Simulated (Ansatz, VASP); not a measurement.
**Two plane-wave programs on TiC**

```
Ti C
1.0
     0.00000    2.14948    2.14948
     2.14948    0.00000    2.14948
     2.14948    2.14948    0.00000
Ti C
1 1
Direct
  0.00000 0.00000 0.00000
  0.50000 0.50000 0.50000
```

Change from the starting cell: volume scaled by 0.98, ions relaxed.

Alike in both runs: functional PBE; k mesh 18 × 18 × 18; occupations fermi-dirac, width 0.05 eV; no spin polarisation.

Ansatz relaxed the structure, and its values are those at the end. VASP's run is a single point on that final structure, the one shown.

|  | VASP | Ansatz |
| --- | --- | --- |
| version | VASP 6.6.1 | Ansatz 0.2.0 |
| potentials or method | VASP PAW PBE potentials, release 64 (Ti_sv, C) | plane-wave PAW, scalar-relativistic |
| plane-wave cutoff (eV) | 520 | 420 |
| valence electrons in the cell | 16 | 16 |

Ansatz gave:

```
pressure (GPa) : 6.2
```

Question: Estimate VASP's values.

Answer: Pressure (GPa): 6.4.

Ansatz warned: «stress_scf_threshold_loose».
